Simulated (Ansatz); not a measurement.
# Ru: the crystal squeezed far

One table from this session's results is given with a row withheld; the runs are named, their logs left out.

Computed with Ansatz 0.2.0 (DFT, PBE, PAW with Ansatz's default frozen-core files, scalar-relativistic, unless a step's input says otherwise).

## The system as given

The structure is cubic, space group Pm-3m (No. 221). The conventional cell has a = 2.459 Å, b = 2.459 Å, c = 2.459 Å, α = 90.00°, β = 90.00°, γ = 90.00°. Around Ru (site symmetry m-3m) lie 6 Ru at 2.46 Å.

Coordinates:

```
Ru
1.0
     2.45904    0.00000    0.00000
     0.00000    2.45904    0.00000
     0.00000    0.00000    2.45904
Ru
1
Cartesian
  0.0000 0.0000 0.0000
```

Whether this phase is the stable one at these pressures isn't tested.

The first run:

input.yaml

```yaml
crystal:
  lattice:
    - [2.4590359101, 0.0, 0.0]
    - [0.0, 2.4590359101, 0.0]
    - [0.0, 0.0, 2.4590359101]
  atoms:
    - { symbol: Ru, position: [0.0, 0.0, 0.0] }
kpoints:
  mp_grid: { grid: [15, 15, 15] }
scf:
  occupations: { method: fermi_dirac, width: 0.1 }
hamiltonian:
  xc: pbe
  pseudopotentials: { kind: paw }
output:
  forces: true
  stress: true
  write_density: true
  write_potential: true
  elf: true
  volumetric_format: npy
relax:
  f_tol: 0.005
  max_steps: 40
  cell: {}
```

On the command line:

```bash
> ansatz run input.yaml --threads 1 --pin off --max-ram 2048MiB --backend cpu --events-out ev --progress --plain --runs-dir out
```

Steps of the session up to this table: Cell relaxed at zero pressure, PAW; Volume scaled by 1, PAW; Volume scaled by 0.9, PAW; Volume scaled by 0.9, PAW (partial_waves polarizable); Volume scaled by 0.8, PAW; Volume scaled by 0.7, PAW; Volume scaled by 0.6, PAW; Volume scaled by 0.5, PAW; Volume scaled by 0.4, PAW; Volume scaled by 0.4, PAW (cutoff 600 eV).

One table of the session follows, with a row left open; its other results are not shown here.

| method | volume over the first | volume (Å³/atom) | pressure (GPa) |
| --- | --- | --- | --- |
| PAW | 1 | 15.853 | -0.02 |
| PAW | 0.9 | 14.268 | 29.61 |
| PAW | 0.8 | 12.683 | 82.51 |
| PAW | 0.7 | 11.097 | 178.87 |
| PAW | 0.6 | 9.512 | 361.58 |
| PAW | 0.5 | 7.927 | 735.28 |
| PAW | 0.4 | 6.341 | 1591.13 |
| PAW (cutoff 600 eV) | 0.4 | ? | ? |
| PAW (partial_waves polarizable) | 0.9 | 14.268 | 29.61 |

**Question.** Estimate the row for PAW (cutoff 600 eV), 0.4.

The run gave: volume (Å³/atom): 6.341; pressure (GPa): 1590.11.
